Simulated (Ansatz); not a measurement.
# SiO2: checks on the settings of a gradient run, part 2 of 2

Aim: follow the field gradients at the nuclei of SiO2 through further changes. The cell is an entry of the Crystallography Open Database (COD; perhaps a calculated or model structure). Its positions were relaxed in an earlier run. Planned: a check of algorithm; a check of chi_scale.

Ansatz 0.2.0; DFT, PBE, plane-wave PAW, default files, scalar-relativistic, as far as a step names no other.

### Step 3. A check on settings: scf.initial_density.chi_scale = 0.3

input.yaml reads:

```yaml
crystal:
  lattice:
    - [4.9329, 0.0, 0.0]
    - [0.0, 4.9329, 0.0]
    - [0.0, 0.0, 6.4645]
  atoms:
    - { symbol: Si, position: [0.8168962388, 0.8168962388, 0.5] }
    - { symbol: Si, position: [0.6831037612, 0.3168962388, 0.25] }
    - { symbol: Si, position: [0.1831037612, 0.1831037612, 0.0] }
    - { symbol: Si, position: [0.3168962388, 0.6831037612, 0.75] }
    - { symbol: O, position: [0.2692597728, 0.3636645814, 0.7999874982] }
    - { symbol: O, position: [0.1363354186, 0.7692597728, 0.5499874982] }
    - { symbol: O, position: [0.7307402272, 0.6363354186, 0.2999874982] }
    - { symbol: O, position: [0.8636645814, 0.2307402272, 0.0499874982] }
    - { symbol: O, position: [0.7692597728, 0.1363354186, 0.4500125018] }
    - { symbol: O, position: [0.6363354186, 0.7307402272, 0.7000125018] }
    - { symbol: O, position: [0.2307402272, 0.8636645814, 0.9500125018] }
    - { symbol: O, position: [0.3636645814, 0.2692597728, 0.2000125018] }
kpoints:
  mp_grid: { grid: [4, 4, 3] }
scf:
  occupations: { method: fermi_dirac, width: 0.02 }
  initial_density: { chi_scale: 0.3 }
hamiltonian:
  xc: pbe
  pseudopotentials: { kind: paw }
output:
  forces: true
  stress: true
  populations: true
  efg: { quadrupole_moments_barn: { O: -0.02558 }, contact_densities: true }
  write_density: true
  write_potential: true
  elf: true
  volumetric_format: npy
```

Launch:

```sh
ansatz run input.yaml --threads 1 --pin off --max-ram 2560MiB --backend cpu --events-out ev --progress --plain --runs-dir out
```

Output:

```text
Warning: RAYON_NUM_THREADS=1 ignored (pool sized by the plan → 1); use --threads N
Engine: ansatz 0.2.0, aarch64-unknown-linux-gnu
Pseudopotentials: kind: paw
Pseudopotential: Si, paw, valence charge 4, recommended cutoff 420 eV (normal), Si.paw.azcp
Pseudopotential: O, paw, valence charge 6, recommended cutoff 420 eV (normal), O.paw.azcp
Functional definition: PBE
  parameter kappa = 0.804
  parameter beta = 0.06672455060314922
  exchange = pbe_x(kappa = kappa, mu = beta*pi^2/3)
  correlation = pbe_c(beta = beta)
Crystal: 12 atoms, lattice volume = 157.304 Å³
Basis set: ecut = 420 eV, 3097 PW (Γ), exchange–correlation on 72×72×90 points (8 copies of the dense FFT grid, shifted against one another)
Bands: 44, of which v1, the nominal top of the filled ones, is band 32 counted from 1 (31 counted from 0)
Symmetry: 8 space group operations
Space group: P43212 (ITA 96), of the structure as read, at distance tolerance 5.4e-5 Å
k-points: 12 of 48
Non-local potential: Si, projectors of the file, l = 0: 2, l = 1: 2, l = 2: 2
Non-local potential: O, projectors of the file, l = 0: 2, l = 1: 2, l = 2: 1
PAW form: soft (Blöchl's): semilocal exchange-correlation on the pseudo side does not see the compensation charge
PAW one-centre angular grid: Si, 110 points (default); XC on 64 Gauss nodes
PAW one-centre angular grid: O, 110 points (default); XC on 64 Gauss nodes
Initial density: superposition of atomic densities (chi_scale 0.3, normalization cell, long waves kept (reshape's long-wave potential 0.02 eV rms))
Initial wavefunctions: pseudopotential atomic-orbital guess
Functional: x = pbe(κ = 0.804, μ = 0.2195149727645171), c = pbe(β = 0.06672455060314922)
SCF iter   1: F=—  HF=-7096.751594 eV  |F-HF|=—  |Δ(HF+E_count)|=         —  Δρ=5.98e-2  dr2=4.62e0  ethr=3.10e-3  ⟨swp⟩=6.8  Hψ=2445  notcnv=0  defer=12
preconditioner: auto → Resta (q_TF=auto, 2.349 Å⁻¹)  ε∞=2.9  [insulator: Δε(μ)=5.981 eV  Ē_g=17.063 eV  σ=0.020 eV  W_gap=1.00  n_scr=36 (ndim 8)  ℏωp=23.7 eV  f_vac=0.052  D(μ)=0.00/eV (n_scr^D=0)  ε∞_Penn≈2.9]
SCF iter   2: F=—  HF=-7096.103174 eV  |F-HF|=—  |Δ(HF+E_count)|=   6.48e-1  Δρ=3.24e-2  dr2=8.89e-1  ethr=3.10e-3  ⟨swp⟩=3.0  Hψ=1071  notcnv=0  defer=59
SCF iter   3: F=—  HF=-7096.112642 eV  |F-HF|=—  |Δ(HF+E_count)|=   9.47e-3  Δρ=1.06e-2  dr2=1.57e-1  ethr=1.39e-3  ⟨swp⟩=3.1  Hψ=834  notcnv=0  defer=59
SCF iter   4: F=—  HF=-7096.116029 eV  |F-HF|=—  |Δ(HF+E_count)|=   3.39e-3  Δρ=1.68e-3  dr2=3.85e-3  ethr=2.45e-4  ⟨swp⟩=4.0  Hψ=994  notcnv=0  defer=59
SCF iter   5: F=—  HF=-7096.121263 eV  |F-HF|=—  |Δ(HF+E_count)|=   5.23e-3  Δρ=2.43e-4  dr2=1.12e-4  ethr=6.02e-6  ⟨swp⟩=2.7  Hψ=834  notcnv=0  defer=59
SCF iter   6: F=—  HF=-7096.121484 eV  |F-HF|=—  |Δ(HF+E_count)|=   2.21e-4  Δρ=5.05e-5  dr2=3.38e-6  ethr=1.75e-7  ⟨swp⟩=2.0  Hψ=826  notcnv=0  defer=59
SCF iter   7: F=—  HF=-7096.121137 eV  |F-HF|=—  |Δ(HF+E_count)|=   3.46e-4  Δρ=8.34e-6  dr2=1.03e-7  ethr=5.28e-9  ⟨swp⟩=2.1  Hψ=896  notcnv=0  defer=59
SCF iter   8: F=-7096.121138 eV  HF=-7096.121138 eV  |F-HF|=5.15e-9  |Δ(HF+E_count)|=   2.35e-7  Δρ=1.49e-6  dr2=2.42e-9  ethr=1.56e-10  ⟨swp⟩=17.5  Hψ=4119  notcnv=0
SCF 1 converged in 8 iterations: F = -7096.121138 eV  dr2 = 2.42e-9
SCF converged after 8 iterations
Free energy (F): -7096.121138 eV
Harris-Foulkes:  -7096.121138 eV  (|F-HF|=5.15e-9)
Internal energy: -7096.121138 eV  (E = F + TS)
E sigma→0 (E₀):  -7096.121138 eV
Fermi energy:    5.065658 eV
--- Per-component energies (eV) ---
  E_band       = -297.704631
  E_kinetic    = 1608.031644
  E_local      = -4060.300509  (includes V_loc(G=0)·N_el)
  E_nonlocal   = 480.280240
  E_hartree    = 1464.083450
  E_xc         = -817.149910
  E_vxc        = -948.478297  (∫ρ·V_xc dr)
  E_paw        = -3324.122496  (= ΣΔE_a)
  E_vpaw       = -305.425104  (= ΣTr[D̂ρ^β])
  E_aug_tail   = 0.020731  (compensation charges beyond the density's cutoff)
  E_ewald      = -2446.964289
  E_smearing   = -0.000000  (= −TS)
  E_closure    = 0.000000  (closes the sum)
  Σ components = -7096.121138   (vs F -7096.121138, Δ=0.00e0)
--- Forces (eV/Å), atoms counted from 1 ---
  atom   1  Si    -0.00085964    -0.00085964    -0.00000000
  atom   2  Si     0.00085964    -0.00085964     0.00000000
  atom   3  Si     0.00085964     0.00085964     0.00000000
  atom   4  Si    -0.00085964     0.00085964     0.00000000
  atom   5  O     -0.00476011     0.00938594     0.00104812
  atom   6  O     -0.00938594    -0.00476011     0.00104812
  atom   7  O      0.00476011    -0.00938594     0.00104812
  atom   8  O      0.00938594     0.00476011     0.00104812
  atom   9  O     -0.00476011    -0.00938594    -0.00104812
  atom  10  O     -0.00938594     0.00476011    -0.00104812
  atom  11  O      0.00476011     0.00938594    -0.00104812
  atom  12  O      0.00938594    -0.00476011    -0.00104812
  max |Σ_I F_I| component: 6.94e-18 eV/Å
--- Stress (GPa, compression-positive) ---
        1.915027       0.000000       0.000000
        0.000000       1.915027       0.000000
        0.000000       0.000000       4.331450
  P = ⅓ Tr σ = 2.7205 GPa (27.205 kbar)
--- PAW observables at the nuclei: V_zz in 10²¹ V/m², potentials from the cell's mean, atoms counted from 1 ---
  atom   1  Si V_zz =    +0.602566   η = 0.0594   by run symmetry: allowed
            electrostatic potential = -1354.476371 V   contact ρ = 12801.639599 e/Å³
  atom   2  Si V_zz =    +0.602566   η = 0.0594   by run symmetry: allowed
            electrostatic potential = -1354.476371 V   contact ρ = 12801.639599 e/Å³
  atom   3  Si V_zz =    +0.602566   η = 0.0594   by run symmetry: allowed
            electrostatic potential = -1354.476371 V   contact ρ = 12801.639599 e/Å³
  atom   4  Si V_zz =    +0.602566   η = 0.0594   by run symmetry: allowed
            electrostatic potential = -1354.476371 V   contact ρ = 12801.639599 e/Å³
  atom   5  O  V_zz =    +9.063764   η = 0.3226   by run symmetry: allowed   C_q = -5.6061 MHz
            electrostatic potential = -618.858552 V   contact ρ = 2154.059259 e/Å³
  atom   6  O  V_zz =    +9.063764   η = 0.3226   by run symmetry: allowed   C_q = -5.6061 MHz
            electrostatic potential = -618.858552 V   contact ρ = 2154.059259 e/Å³
  atom   7  O  V_zz =    +9.063764   η = 0.3226   by run symmetry: allowed   C_q = -5.6061 MHz
            electrostatic potential = -618.858552 V   contact ρ = 2154.059259 e/Å³
  atom   8  O  V_zz =    +9.063764   η = 0.3226   by run symmetry: allowed   C_q = -5.6061 MHz
            electrostatic potential = -618.858552 V   contact ρ = 2154.059259 e/Å³
  atom   9  O  V_zz =    +9.063764   η = 0.3226   by run symmetry: allowed   C_q = -5.6061 MHz
            electrostatic potential = -618.858552 V   contact ρ = 2154.059259 e/Å³
  atom  10  O  V_zz =    +9.063764   η = 0.3226   by run symmetry: allowed   C_q = -5.6061 MHz
            electrostatic potential = -618.858552 V   contact ρ = 2154.059259 e/Å³
  atom  11  O  V_zz =    +9.063764   η = 0.3226   by run symmetry: allowed   C_q = -5.6061 MHz
            electrostatic potential = -618.858552 V   contact ρ = 2154.059259 e/Å³
  atom  12  O  V_zz =    +9.063764   η = 0.3226   by run symmetry: allowed   C_q = -5.6061 MHz
            electrostatic potential = -618.858552 V   contact ρ = 2154.059259 e/Å³
--- Band table (eV; the first three rows and the last of 12) ---
  k-point 0: bands = ["-17.2300", "-16.2529", "-16.2529", "-15.1123", "-15.1123", "-15.1117", "-15.0965", "-15.0788", "-6.9441", "-4.8716", "-4.8716", "-3.4592", "-3.3594", "-3.3594", "-2.8251", "-2.6453", "-0.8386", "-0.8143", "-0.8143", "-0.1374", "0.0127", "0.4506", "0.5271", "0.6356", "0.6356", "0.7040", "0.9215", "0.9215", "1.3706", "1.7277", "1.7277", "2.2384", "7.8928", "11.0612", "11.0612", "11.6902", "11.6902", "11.6943", "12.8374", "12.9422", "13.5548", "13.5548", "14.1189", "14.1750"]
  k-point 1: bands = ["-17.1045", "-16.7544", "-15.7071", "-15.2593", "-15.1125", "-15.1084", "-15.1074", "-15.1029", "-6.6366", "-5.8485", "-4.0371", "-3.5895", "-3.3292", "-3.1298", "-3.0390", "-2.7986", "-0.7063", "-0.7002", "-0.6190", "-0.1716", "0.0873", "0.3342", "0.4712", "0.4820", "0.5995", "0.6459", "0.8104", "1.3259", "1.4181", "1.4426", "1.6973", "2.0378", "8.5920", "10.1004", "11.1719", "11.6140", "12.0235", "12.3525", "12.3914", "13.3148", "13.3177", "13.4648", "13.7138", "13.9540"]
  k-point 2: bands = ["-17.0936", "-16.3950", "-16.1075", "-15.3085", "-15.1293", "-15.1140", "-15.1002", "-15.0933", "-6.6530", "-5.2189", "-4.5529", "-3.5163", "-3.3502", "-3.1726", "-2.8894", "-2.6591", "-1.0858", "-0.7180", "-0.6447", "-0.0580", "0.0142", "0.1057", "0.4151", "0.4206", "0.6738", "0.8261", "0.9647", "1.1897", "1.2683", "1.6542", "1.6648", "2.0747", "8.5842", "11.1925", "11.2127", "11.3095", "11.3145", "12.4070", "12.4523", "12.6981", "13.1369", "13.2602", "13.3963", "14.1101"]
  k-point 11: bands = ["-16.2617", "-16.2617", "-16.2370", "-16.2370", "-15.1645", "-15.1645", "-15.1451", "-15.1451", "-5.0695", "-5.0695", "-4.9771", "-4.9771", "-2.6431", "-2.6431", "-2.5337", "-2.5337", "-0.8964", "-0.8964", "-0.7781", "-0.7781", "-0.1531", "-0.1531", "-0.0091", "-0.0091", "0.8731", "0.8731", "0.9270", "0.9270", "1.7000", "1.7000", "1.7581", "1.7581", "11.1065", "11.1065", "11.1709", "11.1709", "11.8528", "11.8528", "11.9913", "11.9913", "12.9503", "12.9503", "13.0723", "13.0723"]
--- Löwdin populations: 12 sites ---
  site symbol       q [e]
     0     Si      2.2122
     1     Si      2.2122
     2     Si      2.2122
     3     Si      2.2122
     4      O      6.7836
     5      O      6.7836
     6      O      6.7836
     7      O      6.7836
     8      O      6.7836
     9      O      6.7836
    10      O      6.7836
    11      O      6.7836
  spilling = 0.013784 (of n_electrons = 64.000000)
```

Run time: 13 s. Hardware: 1 thread of Arm Neoverse V1, shared host; peak memory 0.35 GiB.

The run ends with gap on the mesh 5.65 eV, largest force 0.011 eV/Å, pressure 2.7 GPa.

Beside the values of step 1 (V_zz in 10²¹ V/m²):

```csv
site,atoms,"V_zz, PBE relaxed","V_zz, chi_scale 0.3","η, PBE relaxed","η, chi_scale 0.3"
Si,"1, 2, 3, …",0.60,0.60,0.06,0.06
O,"5, 6, 7, …",9.06,9.06,0.32,0.32
```

The sizes of the gradients above 0.15 moved by less than 0.1 % at any site. The free energy stayed within 0.1 meV/atom.

Density in a lattice plane of the grid's cell (edges 4.93 and 6.46 Å, at 0.136 of the third edge), which holds O.

Ten even steps from ' ' (0.01 e/Å³) to '@' (7.23 e/Å³):
```
                                ..  
                                    
                                    
                                    
                                    
                                    
                                    
                                    
                          ..::..    
                        ::**##==..  
                      ..==%%@@##::  
                        ::++##==..  
                        ..::::..    
                                    
            ....                    
          ........                  
          ......              ....  
                            ..::--..
..                          ::====::
..                          ..::::..
```
Columns run along the first of these edges and rows up along the second, over one cell in 18 and 20 even steps from the bottom left corner. Atoms in the plane (fractional): O at (0.77, 0.45).

ELF in the same plane.

Ten even steps from '0' (0.00) to '9' (0.85):
```
621111110000379987
211122210000146664
011222210000001211
001223221000000000
001223221000000000
000112210000000000
000000000000123210
000000000013677752
200000000147999986
400000000269988998
510000000269963798
410000100148987898
200024542126899985
000258886313677531
000379998642222210
211379999752134443
631378998631268887
862147776411489999
961012443101589999
851111111001589999
```
Columns run along the first of these edges and rows up along the second, over one cell in 18 and 20 even steps from the bottom left corner. Atoms in the plane (fractional): O at (0.77, 0.45).

Both are smooth fields of the valence electrons: close to the nuclei they are not physical.

The highest ELF values outside the cores: 0.87 beside O, off the lines to its neighbours, 0.6 Å from O; 0.86 on the O–Si line, 0.7 Å from O; 0.85 in the shell around O, 0.6 Å from O.

### Step 4. Outcome

What follows sums up all 2 parts.

```
                                                   quantity                                                                value
                                             state (step 1)  gap on the mesh 5.65 eV, largest force 0.011 eV/Å, pressure 2.7 GPa
                           V_zz by site, step 1 (10²¹ V/m²)                                                      Si 0.60, O 9.06
                                largest C_Q in size, step 1                                                   5.61 MHz, ¹⁷O at O
         step 2 (scf.algorithm = direct_min) against step 1                                          less than 0.1 % at any site
step 3 (scf.initial_density.chi_scale = 0.3) against step 1                                          less than 0.1 % at any site
```

What this shows: Site O (2 Si at 1.63 Å, angle 137°) carries the largest gradient.

The gaps are Kohn-Sham values of a semilocal functional, not quasiparticle or optical gaps. Such gaps usually fall short of the measured ones.
